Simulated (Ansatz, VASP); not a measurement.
One calculation of ZrC, two programs

The input POSCAR:

```
ZrC
1.0
    0.0000000000      2.3350000000      2.3350000000
    2.3350000000      0.0000000000      2.3350000000
    2.3350000000      2.3350000000      0.0000000000
Zr C
1 1
Direct
    0.0000000000      0.0000000000      0.0000000000
    0.5000000000      0.5000000000      0.5000000000
```

INCAR.step1

```
  PREC = Accurate
  ENCUT = 600
  ISMEAR = 0
  SIGMA = 0.1
  LREAL = F
  LASPH = T
  NELM = 100
  GGA = PE
  ALGO = Normal
  EDIFF = 1E-4
  LWAVE = T
  LCHARG = F
```

File INCAR.step2:

```
  PREC = Accurate
  ENCUT = 600
  EDIFF = 1E-6
  ISMEAR = 0
  SIGMA = 0.1
  LREAL = F
  LASPH = T
  NELM = 100
  ALGO = Normal
  ISIF = 3
  LWAVE = F
  LCHARG = F
  METAGGA = R2SCAN
  LMIXTAU = T
  LUSE_VDW = T
  IVDW_NL = 2
  BPARAM = 11.95
  CPARAM = 0.0093
  IBRION = 2
  NSW = 100
  EDIFFG = -0.002
  ISTART = 1
```

The input KPOINTS:

```
Automatic mesh
0
Gamma
  16 16 16
```

Input for Ansatz:

```yaml
crystal:
  lattice:
    - [0.0, 2.335, 2.335]
    - [2.335, 0.0, 2.335]
    - [2.335, 2.335, 0.0]
  atoms:
    - { symbol: Zr, position: [0.0, 0.0, 0.0] }
    - { symbol: C, position: [0.5, 0.5, 0.5] }
basis:
  ecutwfc: 500
kpoints:
  mp_grid: { grid: [16, 16, 16] }
hamiltonian:
  xc: r2scan
  dispersion: rvv10
  pseudopotentials: { kind: paw, azcp: { folder: soft_1 } }
scf:
  occupations: { method: gaussian, width: 0.1 }
output:
  forces: true
  stress: true
  eigenvalues: true
relax:
  adjacent_minimum: "off"
  f_tol: 0.002
  max_steps: 80
  cell: { stress_tol: 0.02 }
```

The cell was built by a generator and needn't be a form met in nature.

Alike in both runs: task relaxation of cell and atoms; functional r2SCAN; dispersion rVV10; k mesh 16 × 16 × 16; occupations gaussian, width 0.1 eV; no spin polarisation.

|  | VASP | Ansatz |
| --- | --- | --- |
| version | VASP 6.6.1 | Ansatz 0.2.0 |
| potentials or method | VASP PAW PBE potentials, release 64 (Zr_sv, C) | scalar-relativistic, plane waves, PAW |
| plane-wave cutoff (eV) | 600 | 500 |
| valence electrons in the cell | 16 | 16 |

```csv
,VASP,Ansatz,Ansatz less VASP
"gap on the k mesh at the Fermi level, each at its own relaxed structure (eV)",none,none,-
relaxed volume (Å³/atom),13.02,13.01,-0.013
relaxed cell length with the largest relative difference (Å),3.327,3.326,-0.0011
energy change over the relaxation (meV/atom),-5,-4,+0.5
```

A gap of «none» marks a metal or a gap that the smearing closes.

Caveats: the PAW data sets were made with another functional, which shifts forces and pressure a little (VASP).
